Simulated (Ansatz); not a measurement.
# WSe2

Method: PBE, scalar-relativistic; collinear spin; PAW, 420 eV, Γ-centred 10×10×2 mesh, 0.05 eV Gaussian smearing; code Ansatz. The datasets are Ansatz's generated set soft_2.

```
W Se
1.0
     3.32067    0.00000    0.00000
    -1.66034    2.87579    0.00000
     0.00000    0.00000   15.26924
W Se
2 4
Direct
  0.33333 0.66667 0.25000
  0.66667 0.33333 0.75000
  0.33333 0.66667 0.64009
  0.66667 0.33333 0.14009
  0.33333 0.66667 0.85991
  0.66667 0.33333 0.35991
```

The chain of runs began from a cell as deposited in COD, expanded in volume. The relaxation kept the space group but changed the cell's proportions, one axis by 11 % at equal volume, so the results may not describe the measured structure. The database's entry of this formula in the relaxed cell's space group, P6_3/mmc, has axes of 3.282 × 3.282 × 12.960 Å and 20.15 Å³/atom (1987), the relaxed one 3.321 × 3.321 × 15.269 Å and 24.30.

Magnetic state: non-magnetic, site spin moments none.

The run above is the reference. The same cell was run again with other input settings; several of them aren't fit for production, so the rows show the settings' effect and aren't properties of the material.

| keys changed | outcome | ΔE (meV/atom) | P (GPa) | gap on the mesh (eV) | cell moment (μB) | largest force component (eV/Å) | SCF iterations | rough core-seconds | new warnings |
| --- | --- | --- | --- | --- | --- | --- | --- | --- | --- |
| none (reference) | converged | 0.0 | 0.0 | 1.64 | 0.00 | 0.000 | – | – | – |
| hamiltonian.dispersion: "d3bjatm" | converged | – | -2.2 | 1.64 | 0.00 | 0.040 | 11 | 40 | – |
| scf.lower_state_search: "standard"; basis.ecutwfc: 420 → "25.7 Ry"; basis.ecutrho_ratio: 4 → 12 | converged | 1.8 | 0.0 | 1.64 | 0.00 | 0.003 | 11 | 40 | cutoff below recommended |
| scf.initial_density.chi_scale: 0.0; accuracy: "high" | converged | 0.0 | 0.0 | 1.64 | 0.00 | 0.000 | 12 | 30 | – |
| basis.ecutrho_ratio: 4 → 6; accuracy: "low" | converged | 0.0 | 0.0 | 1.64 | 0.00 | 0.000 | 11 | 29 | – |

These changes also left energy (to 0.1 meV/atom), pressure, gap, moment and forces as in the reference: basis.xc_grid: 4 | scf.lower_state_search: "light" | scf.convergence.dr2_threshold: 1e-05.

ΔE is the energy with the smearing extrapolated to zero. It is left out where the change alters the Hamiltonian or the spin treatment. The varied runs start from atomic densities (corrected by the program's trained start where that serves), with the default search for lower states unless a row changes it.

**Question.** What happens with these changes: kpoints.mp_grid.grid: [10, 10, 2] → [8, 8, 2]?

**Answer.** outcome converged, ΔE (meV/atom) 0.1, P (GPa) 0.0, gap on the mesh (eV) 1.69, cell moment (μB) 0.00, largest force component (eV/Å) 0.001, SCF iterations 11, rough core-seconds 20.

The pair part of a dispersion correction pulls inward (a three-body part mostly pushes out), and in metals and ionic crystals with large ions it often overbinds.

For this crystal the k-mesh misses a band edge: under PBE at the relaxed cell a band path gives a gap of 1.48 eV where the mesh alone gives 1.64 eV, so gaps on the mesh are upper bounds.

Of the reference: Kohn–Sham gaps of semilocal functionals lie under measured ones, often by a third or more. Spin–orbit coupling, which matters for such heavy elements, is left out. The structure is built of weakly bound layers, and this functional has no dispersion term, so their spacing and all that hangs on it (volume, the soft elastic constants, low modes, dielectric constants) are poorly given.
